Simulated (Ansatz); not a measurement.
## HgTe: pressure and energy less free atoms against volume scale

Periodic Kohn-Sham DFT of a crystal at fixed atoms, scaled to volume_scale times the given cell; pressure positive in compression, energy less spherical unpolarised free atoms, largest_vzz the field gradient of largest size among the nuclei. The results are calculated, by Ansatz 0.2.0.

The cell before it is scaled or strained (space group F-43m, No. 216):
```
CELL_PARAMETERS angstrom
0.00000 3.22350 3.22350
3.22350 0.00000 3.22350
3.22350 3.22350 0.00000
ATOMIC_POSITIONS crystal
Hg 0.00000 0.00000 0.00000
Te 0.75000 0.75000 0.75000
```

Settings of every row: method all-electron LAPW; functional PBE; relativity scalar; k mesh 9x9x9; filling fermi-dirac; smearing width 0.05 eV; basis error target 0.5 meV/atom; nucleus gaussian.

Atom start moment: 0 on all atoms.

Limits: no spin-orbit coupling on heavy atoms.

```csv
row,volume scale,V (Å³/atom),pressure (GPa),energy less free atoms (eV/atom)
1,0.9405,31.502,7.906,-1.7138
2,0.97,32.49,5.844,-1.756
3,1,33.495,?,?
4,1.03,34.5,2.58,-1.8077
5,1.06,35.505,1.319,-1.8198
```

Question: what pressure and energy less free atoms should row 3 give?

Worked fit of pressure. Take u = (V_r/V)^(2/3) − 1 with V_r = 33.495 Å³ an atom, which is twice the finite (Eulerian) strain; such expansions in the strain, on which the Birch-Murnaghan equation of state is built, carry the rest volume and the bulk modulus. The shown rows have u = 0.04174, 0.02052, -0.01952, -0.03811. Least squares give pressure = 4.0725 + 81.535 × u + 245.56 × u² GPa; a straight line predicts inner rows, each left out in turn, worse (root mean square 0.23 against 0.013 GPa). The rows lie off it by 0.002, -0.005, 0.005, -0.003 (root mean square 0.004 GPa). The withheld row has u = 0, so the fit gives 4.0725 + 81.535 × (0) + 245.56 × (0)² = 4.072 GPa.

The calculation gave 4.074 GPa. The fit lies 0.002 GPa (0.03 % of the column's range) below it; its largest miss of a shown row is 0.005 GPa.

Worked fit of energy less free atoms. Take u = (V_r/V)^(2/3) − 1 with V_r = 33.495 Å³ an atom, which is twice the finite (Eulerian) strain; such expansions in the strain, on which the Birch-Murnaghan equation of state is built, carry the rest volume and the bulk modulus. The shown rows have u = 0.04174, 0.02052, -0.01952, -0.03811. Least squares give energy less free atoms = −1.78698 + 1.2855 × u + 11.176 × u² eV/atom; a straight line predicts inner rows, each left out in turn, worse (root mean square 0.01 against 0.00028 eV/atom). The rows lie off it by 0.0001, -0.0001, 0.0001, -0.0001. The withheld row has u = 0, so the fit gives −1.78698 + 1.2855 × (0) + 11.176 × (0)² = -1.7870 eV/atom.

The calculation gave -1.787 eV/atom. The fit meets it to the printed digit.
